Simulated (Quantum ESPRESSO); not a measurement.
A run of Quantum ESPRESSO 7.5 is set up as follows.

pw.in

```
&CONTROL
  calculation = 'scf'
  prefix = 'pwscf'
  outdir = './tmp'
  pseudo_dir = './pseudo'
  tprnfor = .true.
  tstress = .true.
  disk_io = 'low'
/
&SYSTEM
  ibrav = 0
  A = 2.86350669
  nat = 1
  ntyp = 1
  ecutwfc = 40
  nbnd = 6
  occupations = 'smearing'
  smearing = 'fd'
  degauss = 0.00367493
/
&ELECTRONS
  conv_thr = 2d-10
  electron_maxstep = 120
  mixing_beta = 0.5
/
ATOMIC_SPECIES
Al    26.9815 Al.upf
CELL_PARAMETERS alat
   0.0000000000    0.7071067817    0.7071067817
   0.7071067817    0.0000000000    0.7071067817
   0.7071067817    0.7071067817    0.0000000000
ATOMIC_POSITIONS alat
Al     0.0000000000    0.0000000000    0.0000000000
K_POINTS automatic
11 11 11 0 0 0
```

Contents of bands.in:

```
&CONTROL
  calculation = 'bands'
  prefix = 'pwscf'
  outdir = './tmp'
  pseudo_dir = './pseudo'
  disk_io = 'low'
  verbosity = 'high'
/
&SYSTEM
  ibrav = 0
  A = 2.86350669
  nat = 1
  ntyp = 1
  ecutwfc = 40
  nbnd = 6
  occupations = 'smearing'
  smearing = 'fd'
  degauss = 0.00367493
/
&ELECTRONS
  conv_thr = 1d-08
  electron_maxstep = 120
  mixing_beta = 0.5
  diago_full_acc = .true.
  startingwfc = 'random'
/
ATOMIC_SPECIES
Al    26.9815 Al.upf
CELL_PARAMETERS alat
   0.0000000000    0.7071067817    0.7071067817
   0.7071067817    0.0000000000    0.7071067817
   0.7071067817    0.7071067817    0.0000000000
ATOMIC_POSITIONS alat
Al     0.0000000000    0.0000000000    0.0000000000
K_POINTS crystal
60
 0.0000000000  0.0000000000  0.0000000000 1
 0.0625000000  0.0000000000  0.0625000000 1
 0.1250000000  0.0000000000  0.1250000000 1
 0.1875000000  0.0000000000  0.1875000000 1
 0.2500000000  0.0000000000  0.2500000000 1
 0.3125000000  0.0000000000  0.3125000000 1
 0.3750000000  0.0000000000  0.3750000000 1
 0.4375000000  0.0000000000  0.4375000000 1
 0.5000000000  0.0000000000  0.5000000000 1
 0.5000000000  0.0625000000  0.5625000000 1
 0.5000000000  0.1250000000  0.6250000000 1
 0.5000000000  0.1875000000  0.6875000000 1
 0.5000000000  0.2500000000  0.7500000000 1
 0.4375000000  0.3125000000  0.7500000000 1
 0.3750000000  0.3750000000  0.7500000000 1
 0.3375000000  0.3375000000  0.6750000000 1
 0.3000000000  0.3000000000  0.6000000000 1
 0.2625000000  0.2625000000  0.5250000000 1
 0.2250000000  0.2250000000  0.4500000000 1
 0.1875000000  0.1875000000  0.3750000000 1
 0.1500000000  0.1500000000  0.3000000000 1
 0.1125000000  0.1125000000  0.2250000000 1
 0.0750000000  0.0750000000  0.1500000000 1
 0.0375000000  0.0375000000  0.0750000000 1
 0.0000000000  0.0000000000  0.0000000000 1
 0.0625000000  0.0625000000  0.0625000000 1
 0.1250000000  0.1250000000  0.1250000000 1
 0.1875000000  0.1875000000  0.1875000000 1
 0.2500000000  0.2500000000  0.2500000000 1
 0.3125000000  0.3125000000  0.3125000000 1
 0.3750000000  0.3750000000  0.3750000000 1
 0.4375000000  0.4375000000  0.4375000000 1
 0.5000000000  0.5000000000  0.5000000000 1
 0.5250000000  0.4500000000  0.5250000000 1
 0.5500000000  0.4000000000  0.5500000000 1
 0.5750000000  0.3500000000  0.5750000000 1
 0.6000000000  0.3000000000  0.6000000000 1
 0.6250000000  0.2500000000  0.6250000000 1
 0.5833333333  0.2500000000  0.6666666667 1
 0.5416666667  0.2500000000  0.7083333333 1
 0.5000000000  0.2500000000  0.7500000000 1
 0.5000000000  0.2857142857  0.7142857143 1
 0.5000000000  0.3214285714  0.6785714286 1
 0.5000000000  0.3571428571  0.6428571429 1
 0.5000000000  0.3928571429  0.6071428571 1
 0.5000000000  0.4285714286  0.5714285714 1
 0.5000000000  0.4642857143  0.5357142857 1
 0.5000000000  0.5000000000  0.5000000000 1
 0.4821428571  0.4821428571  0.5357142857 1
 0.4642857143  0.4642857143  0.5714285714 1
 0.4464285714  0.4464285714  0.6071428571 1
 0.4285714286  0.4285714286  0.6428571429 1
 0.4107142857  0.4107142857  0.6785714286 1
 0.3928571429  0.3928571429  0.7142857143 1
 0.3750000000  0.3750000000  0.7500000000 1
 0.6250000000  0.2500000000  0.6250000000 1
 0.5937500000  0.1875000000  0.5937500000 1
 0.5625000000  0.1250000000  0.5625000000 1
 0.5312500000  0.0625000000  0.5312500000 1
 0.5000000000  0.0000000000  0.5000000000 1
```

Potentials or basis: PseudoDojo 0.5 SR PBE standard.

Command:

```sh
$ OMP_NUM_THREADS=1 pw.x -in pw.in > pw.out
$ OMP_NUM_THREADS=1 pw.x -in bands.in > bands.out
```

Q: Estimate the band gap on the k mesh.

A: None (metal or under the smearing width).

Q: Estimate the pressure.

A: -0.7 GPa.

Levels at the corners of the path, in eV from the Fermi level:
| point | band 1 | band 2 | band 3 | band 4 | band 5 | band 6 |
| --- | --- | --- | --- | --- | --- | --- |
| Γ | -11.11 | 12.57 | 12.57 | 12.57 | 13.99 | 13.99 |
| X | -2.93 | -1.61 | 5.24 | 5.55 | 5.55 | 8.99 |
| W | -0.85 | -0.85 | 0.17 | 1.07 | 15.75 | 15.75 |
| K | -1.89 | -1.36 | -0.42 | 6.52 | 8.16 | 15.59 |
| Γ | -11.11 | 12.57 | 12.57 | 12.57 | 13.99 | 13.99 |
| L | -4.59 | -4.38 | 11.32 | 11.32 | 11.41 | 11.41 |
| U | -1.89 | -1.36 | -0.42 | 6.52 | 8.16 | 15.59 |
| W | -0.85 | -0.85 | 0.17 | 1.07 | 15.75 | 15.75 |
| L | -4.59 | -4.38 | 11.32 | 11.32 | 11.41 | 11.41 |
| K | -1.89 | -1.36 | -0.42 | 6.52 | 8.16 | 15.59 |
| U | -1.89 | -1.36 | -0.42 | 6.52 | 8.16 | 15.59 |
| X | -2.93 | -1.61 | 5.24 | 5.55 | 5.55 | 8.99 |

Caveat: some levels on the path didn't converge.
